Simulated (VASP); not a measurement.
# Cr in VASP: reference runs

Reference runs on Cr: the cell as given.

Everything below comes from runs of VASP 6.6.1. Logs are shortened: lines on timing, memory, paths and dates and some standing lists are left out, and cuts for length are marked.

### 1 The cell of the first run

The cell holds a slab with vacuum, 6 atoms: a = 2.602 Å, b = 2.602 Å, c = 24.200 Å, α = 90.00°, β = 90.00°, γ = 90.00°.

The slab is cut from a database's or a generator's crystal, which needn't be the stable form of the element.

### 2 Single point, PBE, collinear spin, ferromagnetic start (the (1 0 0) slab of Cr, cut from the database cell, not relaxed)

INCAR reads:

```
PREC = Accurate ; ENCUT = 520
EDIFF = 1E-7 ; ISMEAR = -1
SIGMA = 0.05 ; LREAL = F
LASPH = T ; NELM = 100
ALGO = Normal ; ISIF = 2
LWAVE = F ; LCHARG = F
ISPIN = 2 ; MAGMOM = 3 3 3 3 3 3
LORBIT = 11 ; LMAXMIX = 4
LDIPOL = T ; IDIPOL = 3
DIPOL = 0.5 0.5 0.500 ; GGA = PE
NBANDS = 49
```

KPOINTS reads:

```
regular mesh
0
Gamma
  10 10 1
```

POSCAR reads:

```
Cr
1.0
    2.6021529548      0.0000000000      0.0000000000
    0.0000000000      2.6021529548      0.0000000000
    0.0000000000      0.0000000000     24.2000000000
Cr
6
Direct
    0.5000000000      0.5000000000      0.3099173554
    0.0000000000      0.0000000000      0.3859504132
    0.5000000000      0.5000000000      0.4619834711
    0.0000000000      0.0000000000      0.5380165289
    0.5000000000      0.5000000000      0.6140495868
    0.0000000000      0.0000000000      0.6900826446
```

Potentials or basis: VASP PAW PBE potentials, release 64 (Cr_pv).

Run with:

```sh
$ cat potpaw_PBE.64/Cr_pv/POTCAR > POTCAR
$ mpirun -np 1 vasp_std > vasp.out
```

OUTCAR:

```text
PREC = Accurate
   ENCUT = 520
   EDIFF = 1E-7
   ISMEAR = -1
   LREAL = F
   LASPH = T
   NELM = 100
   ISIF = 2
   ISPIN = 2
   LORBIT = 11
   GGA = PE

 ion  position               nearest neighbor table
   1  0.500  0.500  0.310-   2 2.60   2 2.60   2 2.60   2 2.60
   2  0.000  0.000  0.386-   1 2.60   1 2.60   1 2.60   1 2.60   3 2.60   3 2.60   3 2.60   3 2.60

   3  0.500  0.500  0.462-   4 2.60   4 2.60   4 2.60   4 2.60   2 2.60   2 2.60   2 2.60   2 2.60

   4  0.000  0.000  0.538-   3 2.60   3 2.60   3 2.60   3 2.60   5 2.60   5 2.60   5 2.60   5 2.60

   5  0.500  0.500  0.614-   6 2.60   6 2.60   6 2.60   6 2.60   4 2.60   4 2.60   4 2.60   4 2.60

   6  0.000  0.000  0.690-   5 2.60   5 2.60   5 2.60   5 2.60

  LATTYP: Found a simple tetragonal cell.
 ALAT       =     2.6021529548
 C/A-ratio  =     9.2999913611

  Lattice vectors:

 A1 = (   2.6021529548,   0.0000000000,   0.0000000000)
 A2 = (   0.0000000000,   2.6021529548,   0.0000000000)
 A3 = (   0.0000000000,   0.0000000000,  24.2000000000)

Analysis of symmetry for initial positions (statically):
=====================================================================
 Subroutine PRICEL returns:
 Original cell was already a primitive cell.

 Routine SETGRP: Setting up the symmetry group for a
 simple tetragonal supercell.

 Subroutine GETGRP returns: Found 16 space group operations
 (whereof  8 operations were pure point group operations)
 out of a pool of 16 trial point group operations.

The static configuration has the point symmetry C_4v.
 The point group associated with its full space group is D_4h.

Analysis of symmetry for dynamics (positions and initial velocities):
=====================================================================
 Subroutine PRICEL returns:
 Original cell was already a primitive cell.

 Routine SETGRP: Setting up the symmetry group for a
 simple tetragonal supercell.

 Subroutine GETGRP returns: Found 16 space group operations
 (whereof  8 operations were pure point group operations)
 out of a pool of 16 trial point group operations.

The dynamic configuration has the point symmetry C_4v.
 The point group associated with its full space group is D_4h.

Analysis of structural, dynamic, and magnetic symmetry:
=====================================================================
 Subroutine PRICEL returns:
 Original cell was already a primitive cell.

 Routine SETGRP: Setting up the symmetry group for a
 simple tetragonal supercell.

 Subroutine GETGRP returns: Found 16 space group operations
 (whereof  8 operations were pure point group operations)
 out of a pool of 16 trial point group operations.

The overall configuration has the point symmetry C_4v.
 The point group associated with its full space group is D_4h.

 Subroutine INISYM returns: Found 16 space group operations
 (whereof  8 operations are pure point group operations),
 and found     1 'primitive' translations

----------------------------------------------------------------------------------------

                                     Primitive cell

  volume of cell :     163.8630

  direct lattice vectors                    reciprocal lattice vectors
     2.602152955  0.000000000  0.000000000     0.384297164  0.000000000  0.000000000
     0.000000000  2.602152955  0.000000000     0.000000000  0.384297164  0.000000000
     0.000000000  0.000000000 24.200000000     0.000000000  0.000000000  0.041322314

  length of vectors
     2.602152955  2.602152955 24.200000000     0.384297164  0.384297164  0.041322314

  position of ions in fractional coordinates (direct lattice)
     0.500000000  0.500000000  0.309917355
     0.000000000  0.000000000  0.385950413
     0.500000000  0.500000000  0.461983471
     0.000000000  0.000000000  0.538016529
     0.500000000  0.500000000  0.614049587
     0.000000000  0.000000000  0.690082645

  ion indices of the primitive-cell ions
   primitive index   ion index
                 1           1
                 2           2
                 3           3
                 4           4
                 5           5
                 6           6

----------------------------------------------------------------------------------------

 KPOINTS: regular mesh

Automatic generation of k-mesh.
 Grid dimensions read from file:
 generate k-points for:   10   10    1

 Generating k-lattice:

  Cartesian coordinates                     Fractional coordinates (reciprocal lattice)
     0.038429716  0.000000000  0.000000000     0.100000000  0.000000000  0.000000000
     0.000000000  0.038429716  0.000000000     0.000000000  0.100000000  0.000000000
     0.000000000  0.000000000  0.041322314     0.000000000  0.000000000  1.000000000

  Length of vectors
     0.038429716  0.038429716  0.041322314

  Shift w.r.t. Gamma in fractional coordinates (k-lattice)
     0.000000000  0.000000000  0.000000000

 Subroutine IBZKPT returns following result:
 ===========================================

 Found     21 irreducible k-points:

 Following reciprocal coordinates:
            Coordinates               Weight
  0.000000  0.000000  0.000000      1.000000
  0.100000  0.000000  0.000000      4.000000
  0.200000  0.000000  0.000000      4.000000
  0.300000  0.000000  0.000000      4.000000
  0.400000  0.000000  0.000000      4.000000
  0.500000  0.000000  0.000000      2.000000
[... 13 lines left out ...]
  0.500000  0.400000  0.000000      4.000000
  0.500000  0.500000  0.000000      1.000000
   k-points           NKPTS =     21   k-points in BZ     NKDIM =     21   number of bands    NBANDS=     49
   number of dos      NEDOS =    301   number of ions     NIONS =      6
   total plane-waves  NPLWV =  72000
   dimension x,y,z NGX =    20 NGY =   20 NGZ =  180
   dimension x,y,z NGXF=    40 NGYF=   40 NGZF=  360
   ions per type =               6
   NGX,Y,Z   is equivalent  to a cutoff of  12.78, 12.78, 12.37 a.u.
   NGXF,Y,Z  is equivalent  to a cutoff of  25.56, 25.56, 24.73 a.u.
 SYSTEM =  unknown system
   PREC   = accura    normal or accurate (medium, high low for compatibility)
   ISTART =      0    job   : 0-new  1-cont  2-samecut
   ICHARG =      2    charge: 1-file 2-atom 10-const
   ISPIN  =      2    spin polarized calculation?
   LNONCOLLINEAR =      F non collinear calculations
   LSORBIT =      F    spin-orbit coupling
   LASPH  =      T    aspherical Exc in radial PAW
   ENCUT  =  520.0 eV  38.22 Ry    6.18 a.u.   4.84  4.84 45.00*2*pi/ulx,y,z
   NELM   =    100;   NELMIN=  2; NELMDL= -5     # of ELM steps
   EDIFF  = 0.1E-06   stopping-criterion for ELM
   LREAL  =      F    real-space projection
   EDIFFG = 0.1E-05   stopping-criterion for IOM
   NSW    =      0    number of steps for IOM
   IBRION =     -1    ionic relax: 0-MD 1-quasi-New 2-CG
   NFREE  =      0    steps in history (QN), initial steepest desc. (CG)
   ISIF   =      2    stress and relaxation
   ISYM   =      2    0-nonsym 1-usesym 2-fastsym
   POTIM  = 0.5000    time-step for ionic-motion
   TEBEG  =    0.0;   TEEND  =   0.0 temperature during run
   PSTRESS=    0.0 pullay stress
   NELECT =      72.0000    total number of electrons
   NUPDOWN=      -1.0000    fix difference up-down
   EMIN   =  10.00;   EMAX   =-10.00  energy-range for DOS
   EFERMI =   0.00;   METHOD = LEGACY
   ISMEAR =    -1;   SIGMA  =   0.05  broadening in eV -4-tet -1-fermi 0-gaus
   EFERMI_NEDOS =   21; number of points for ismear=-14 and -15
   IALGO  =     38    algorithm
   IMIX   =      4    mixing-type and parameters
     AMIX     =   0.40;   BMIX     =  1.00
     AMIX_MAG =   1.60;   BMIX_MAG =  1.00
  volume/ion in A,a.u.               =      27.31       184.30
  Fermi-wavevector in a.u.,A,eV,Ry     =   1.244587  2.351929 21.075387  1.548997
  Thomas-Fermi vector in A             =   2.378847
   LORBIT       =     11    0 simple, 1 ext, 2 COOP (PROOUT), +10 PAW based schemes
   GGA     = PE    functional components
   LHFCALC =     F    Hartree Fock is set to
   AEXX    =    0.0000 exact exchange contribution
   IVDW    =     0    specifies the selected vdW correction
   LEPSILON=     F    determine dielectric tensor
   LRPA    =     F    only Hartree local field effects (RPA)
 spin polarized calculation
  energy-cutoff  :      520.00
  volume of cell :      163.86
 maximum number of plane-waves:      4444
 NGX is ok and might be reduce to    20
   NGX =  9   NGY =  9   NGZ = 89

 number of electron      72.0000027 magnetization      10.0000852

 dipolmoment           0.000000      0.000000     -0.000000 electrons x Angstroem

 number of electron      72.0000026 magnetization       4.2762685

 dipolmoment           0.000000      0.000000      0.000000 electrons x Angstroem

 Free energy of the ion-electron system (eV)
  ---------------------------------------------------
  ext. energy  EPLUGINS =         0.00000000
  ---------------------------------------------------
  free energy    TOTEN  =       -52.03080555 eV

  energy without entropy =      -51.92602778  energy(sigma->0) =      -51.97841666

 E-fermi :   2.4302     XC(G=0):  -6.9325

 val. band max:        2.4290498351   @ k =   0.4000   0.0000   0.0000
 cond. band min:       2.4372495911   @ k =   0.3000   0.2000   0.0000
 fundamental gap:      0.0081997560
 Fermi energy:         2.4301960409

 spin component 1

 k-point     1 :       0.0000    0.0000    0.0000
  band No.  band energies     occupation
      1     -41.4440      1.00000
      2     -41.4440      1.00000
      3     -41.1293      1.00000
      4     -41.1293      1.00000
      5     -41.1293      1.00000
      6     -41.1293      1.00000
[... 40 lines left out ...]
     47       3.8819      0.00000
     48       4.1710      0.00000

 k-point     2 :       0.1000    0.0000    0.0000
  band No.  band energies     occupation
      1     -41.4395      1.00000
      2     -41.4394      1.00000
      3     -41.1684      1.00000
      4     -41.1683      1.00000
      5     -41.1259      1.00000
      6     -41.1259      1.00000
[... 961 lines left out ...]
 k-point    21 :       0.5000    0.5000    0.0000
  band No.  band energies     occupation
      1     -41.4704      1.00000
      2     -41.4704      1.00000
      3     -41.4704      1.00000
      4     -41.4704      1.00000
      5     -41.3406      1.00000
      6     -41.3406      1.00000
[... 40 lines left out ...]
     47       5.1240      0.00000
     48       5.1240      0.00000
 Fermi energy:         2.4301960409

 spin component 2

 k-point     1 :       0.0000    0.0000    0.0000
  band No.  band energies     occupation
      1     -40.7448      1.00000
      2     -40.6841      1.00000
      3     -40.4176      1.00000
      4     -40.4176      1.00000
      5     -40.4088      1.00000
      6     -40.4088      1.00000
[... 40 lines left out ...]
     47       4.2595      0.00000
     48       4.5226      0.00000

 k-point     2 :       0.1000    0.0000    0.0000
  band No.  band energies     occupation
      1     -40.7323      1.00000
      2     -40.6836      1.00000
      3     -40.4819      1.00000
      4     -40.4572      1.00000
      5     -40.4120      1.00000
      6     -40.4043      1.00000
[... 961 lines left out ...]
 k-point    21 :       0.5000    0.5000    0.0000
  band No.  band energies     occupation
      1     -40.7945      1.00000
      2     -40.7945      1.00000
      3     -40.7657      1.00000
      4     -40.7657      1.00000
      5     -40.5553      1.00000
      6     -40.5553      1.00000
[... 40 lines left out ...]
     47       6.2864      0.00000
     48       6.2864      0.00000
 [bands above 48 left out]

------------------------ aborting loop because EDIFF is reached ----------------------------------------

 vacuum level on the upper side and lower side of the slab       (xc-potential included)         0.010         0.010

  FORCE on cell =-STRESS in cart. coord.  units (eV):
  Direction    XX          YY          ZZ          XY          YZ          ZX
  --------------------------------------------------------------------------------------
  -------------------------------------------------------------------------------------
  Total       -3.9738132     -3.9738132     -5.2391311      0.0000000      0.0000000      0.0000000
  in kB      -38.8541150    -38.8541150    -51.2258106      0.0000000      0.0000000      0.0000000
  external PRESSURE =     -42.9780135 kB  Pullay stress =       0.0000000 kB

 VOLUME and BASIS-vectors are now :
 -----------------------------------------------------------------------------
  energy-cutoff  :      520.00
  volume of cell :      163.86
      direct lattice vectors                 reciprocal lattice vectors
     2.602152955  0.000000000  0.000000000     0.384297164  0.000000000  0.000000000
     0.000000000  2.602152955  0.000000000     0.000000000  0.384297164  0.000000000
     0.000000000  0.000000000 24.200000000     0.000000000  0.000000000  0.041322314

 POSITION                                       TOTAL-FORCE (eV/Angst)
 -----------------------------------------------------------------------------------
      1.30108      1.30108      7.50000        -0.000000     -0.000000      0.870552
      0.00000      0.00000      9.34000        -0.000000      0.000000     -0.475019
      1.30108      1.30108     11.18000        -0.000000     -0.000000     -0.108376
      0.00000      0.00000     13.02000         0.000000      0.000000      0.108376
      1.30108      1.30108     14.86000        -0.000000     -0.000000      0.475019
      0.00000      0.00000     16.70000        -0.000000     -0.000000     -0.870552
 -----------------------------------------------------------------------------------
    total drift:                               -0.000000      0.000000     -0.000000

  FREE ENERGIE OF THE ION-ELECTRON SYSTEM (eV)
  ---------------------------------------------------
  free  energy   TOTEN  =       -52.0308055514 eV

  energy  without entropy=      -51.9260277766  energy(sigma->0) =      -51.97841666

 vacuum level on the upper side and lower side of the slab         6.544         6.544

 total charge

# of ion       s       p       d       tot
------------------------------------------
    1        0.392   6.214   4.144  10.750
    2        0.423   6.347   4.146  10.915
    3        0.422   6.351   4.143  10.916
    4        0.422   6.351   4.143  10.916
    5        0.423   6.347   4.146  10.915
    6        0.392   6.214   4.144  10.750
--------------------------------------------------
tot          2.472  37.825  24.864  65.161

 magnetization (x)

# of ion       s       p       d       tot
------------------------------------------
    1        0.031   0.041   2.226   2.299
    2       -0.013  -0.011  -0.336  -0.361
    3        0.003   0.002  -0.035  -0.030
    4        0.003   0.002  -0.035  -0.030
    5       -0.013  -0.011  -0.336  -0.361
    6        0.031   0.041   2.226   2.299
--------------------------------------------------
tot          0.043   0.064   3.710   3.816
```

Wall time 16 min (1 thread of Intel Xeon Platinum 8488C (Sapphire Rapids), shared host); peak memory 0.47 GiB.

What came out:

* Free energy: -52.0308 eV
* Largest force: 0.871 eV/Å
* Band gap on the k mesh: none (metal or under the smearing width)
* Net moment: 4.28 μB per cell
* Site moments: Cr +2.30, -0.36, -0.03 μB
* Valence electrons inside the program's atomic spheres: Cr 10.75, 10.91, 10.92

Forces on the atoms (eV/Å):
```
Cr   0.000  0.000  0.871
Cr   0.000  0.000 -0.475
Cr   0.000  0.000 -0.108
Cr   0.000  0.000  0.108
Cr   0.000  0.000  0.475
Cr   0.000  0.000 -0.871
```
